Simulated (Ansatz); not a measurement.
# Li: the cost of one run

All numbers below are computed with Ansatz 0.2.0 (DFT r2SCAN, plane waves, PAW, scalar-relativistic, no spin polarisation).

### 1 The system as given

The cell holds 28 atoms (Li28): a = 10.470 Å, b = 10.470 Å, c = 14.490 Å, α = 90.00°, β = 90.00°, γ = 90.00°.

The coordinates stand in the first input below.

### 2 End point A

The input, input.yaml:

```yaml
crystal:
  lattice:
    - [10.47, 0.0, 0.0]
    - [0.0, 10.47, 0.0]
    - [0.0, 0.0, 14.49]
  atoms:
    - { symbol: Li, position: [0.0, 0.0, 0.0690131] }
    - { symbol: Li, position: [0.3333333, 0.0, 0.0690131] }
    - { symbol: Li, position: [0.6666667, 0.0, 0.0690131] }
    - { symbol: Li, position: [0.0, 0.3333333, 0.0690131] }
    - { symbol: Li, position: [0.3333333, 0.3333333, 0.0690131] }
    - { symbol: Li, position: [0.6666667, 0.3333333, 0.0690131] }
    - { symbol: Li, position: [0.0, 0.6666667, 0.0690131] }
    - { symbol: Li, position: [0.3333333, 0.6666667, 0.0690131] }
    - { symbol: Li, position: [0.6666667, 0.6666667, 0.0690131] }
    - { symbol: Li, position: [0.1666667, 0.1666667, 0.189441] }
    - { symbol: Li, position: [0.5, 0.1666667, 0.189441] }
    - { symbol: Li, position: [0.8333333, 0.1666667, 0.189441] }
    - { symbol: Li, position: [0.1666667, 0.5, 0.189441] }
    - { symbol: Li, position: [0.5, 0.5, 0.189441] }
    - { symbol: Li, position: [0.8333333, 0.5, 0.189441] }
    - { symbol: Li, position: [0.1666667, 0.8333333, 0.189441] }
    - { symbol: Li, position: [0.5, 0.8333333, 0.189441] }
    - { symbol: Li, position: [0.8333333, 0.8333333, 0.189441] }
    - { symbol: Li, position: [0.0, 0.0, 0.3098689] }
    - { symbol: Li, position: [0.3333333, 0.0, 0.3098689] }
    - { symbol: Li, position: [0.6666667, 0.0, 0.3098689] }
    - { symbol: Li, position: [0.0, 0.3333333, 0.3098689] }
    - { symbol: Li, position: [0.3333333, 0.3333333, 0.3098689] }
    - { symbol: Li, position: [0.6666667, 0.3333333, 0.3098689] }
    - { symbol: Li, position: [0.0, 0.6666667, 0.3098689] }
    - { symbol: Li, position: [0.3333333, 0.6666667, 0.3098689] }
    - { symbol: Li, position: [0.6666667, 0.6666667, 0.3098689] }
    - { symbol: Li, position: [0.1101588, 0.215625, 0.4478951] }
basis:
  ecutwfc: 500.0
kpoints:
  mp_grid: { grid: [2, 2, 1] }
hamiltonian:
  xc: r2scan
scf:
  occupations: { method: gaussian, width: 0.15 }
  lower_state_search: "off"
relax:
  f_tol: 0.03
  max_steps: 60
  adjacent_minimum: "off"
  constraints: [{ sites: [0, 1, 2, 3, 4, 5, 6, 7, 8] }]
```

Launch:

```sh
ansatz run input.yaml --threads 4 --pin off --max-ram 10240MiB --backend cpu --events-out ev --progress --plain --runs-dir out
```

Q: Estimate wall time and peak memory on 4 threads of AMD EPYC 9R45 (Zen 5), shared host.

About 66 s, with a peak of 3.7 GiB.
